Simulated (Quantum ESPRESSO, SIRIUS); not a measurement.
Given: the input of a run of Quantum ESPRESSO 7.5 (ASE script) on C. 

File run.py:

```python
import numpy as np
from ase.calculators.espresso import Espresso, EspressoProfile
from ase.io import read

atoms = read('C.cif')

input_data = {
    'control': {'calculation': 'scf', 'prefix': 'pwscf', 'outdir': './tmp', 'tprnfor': True, 'tstress': True, 'disk_io': 'nowf'},
    'system': {'ecutwfc': 55.0, 'ecutrho': 440.0, 'nbnd': 7, 'occupations': 'smearing', 'smearing': 'fd', 'degauss': 0.00367493},
    'electrons': {'conv_thr': 2e-10, 'electron_maxstep': 120, 'mixing_beta': 0.5},
}
pseudopotentials = {'C': 'C.pbe-n-kjpaw_psl.1.0.0.UPF'}
profile = EspressoProfile(command='pw.x', pseudo_dir='pseudo')
dft = Espresso(profile=profile, input_data=input_data, pseudopotentials=pseudopotentials, kpts=(6, 6, 20), koffset=(0, 0, 0))
atoms.calc = dft

print(f'energy {atoms.get_potential_energy():.8f} eV')
print('forces (eV/A)')
print(np.round(atoms.get_forces(), 6))
print('stress (eV/A^3, Voigt)')
print(np.round(atoms.get_stress(), 8))
print(f'Fermi level {dft.get_fermi_level():.4f} eV')
```

File C.cif:

```cif
data_C
_cell_length_a 4.25517000
_cell_length_b 4.25517000
_cell_length_c 1.28229000
_cell_angle_alpha 90.00000000
_cell_angle_beta 90.00000000
_cell_angle_gamma 90.00000000
_space_group_name_H-M_alt 'P1'
_space_group_name_Hall 'P 1'
_space_group_IT_number 1
loop_
_space_group_symop_operation_xyz
'x,y,z'
loop_
_atom_site_label
_atom_site_type_symbol
_atom_site_symmetry_multiplicity
_atom_site_Wyckoff_symbol
_atom_site_fract_x
_atom_site_fract_y
_atom_site_fract_z
_atom_site_occupancy
C1 C 1 a 0.5000000000 0.5000000000 0.5000000000 1
```

Potentials or basis: SSSP 1.3 efficiency PBE.

The run is started by

```sh
$ OMP_NUM_THREADS=1 python run.py
```

Task: What does the same run look like in SIRIUS 7.10.0? Potentials or basis there: PseudoDojo 0.4.1 PBE standard (scalar relativistic), cutoff 1127 eV.

Result: As run (cutoffs and basis follow the program's own potentials, and thresholds, step limits or extra output files can differ):

The input sirius.json:

```json
{
  "control": {
    "processing_unit": "cpu",
    "verbosity": 2,
    "num_bands_to_print": 8,
    "print_forces": true,
    "print_stress": true
  },
  "parameters": {
    "electronic_structure_method": "pseudopotential",
    "xc_functionals": ["XC_GGA_X_PBE", "XC_GGA_C_PBE"],
    "gk_cutoff": 9.1,
    "pw_cutoff": 18.2,
    "ngridk": [6, 6, 20],
    "shiftk": [0, 0, 0],
    "smearing": "fermi_dirac",
    "smearing_width": 0.0018374661,
    "num_bands": 8,
    "num_mag_dims": 0,
    "num_dft_iter": 100,
    "energy_tol": 1e-08,
    "density_tol": 1e-06
  },
  "iterative_solver": {
    "type": "davidson",
    "min_tolerance": 1e-09,
    "tolerance_scale": [0.1, 0.25]
  },
  "mixer": {
    "type": "anderson",
    "beta": 0.7,
    "max_history": 8
  },
  "settings": {
    "tol_ne": 1e-10,
    "pseudo_grid_cutoff": 6.5
  },
  "unit_cell": {
    "lattice_vectors": [
      [1.0, 0.0, 0.0],
      [0.0, 1.0, 0.0],
      [0.0, 0.0, 0.301348712272]
    ],
    "lattice_vectors_scale": 8.0411059137,
    "atom_coordinate_units": "lattice",
    "atom_types": ["C"],
    "atom_files": {
      "C": "C.json"
    },
    "atoms": {
      "C": [
        [0.5, 0.5, 0.5]
      ]
    }
  }
}
```

Potentials or basis: PseudoDojo 0.4.1 PBE standard (scalar relativistic).

Command:

```console
$ upf_to_json C.upf
$ OMP_NUM_THREADS=1 sirius.scf --input=sirius.json --output=out.json --task=0
```

Both were run:

|  | Quantum ESPRESSO | SIRIUS |
| --- | --- | --- |
| Pressure | 0.1 GPa | 0.0 GPa |

Pressure is positive in compression.
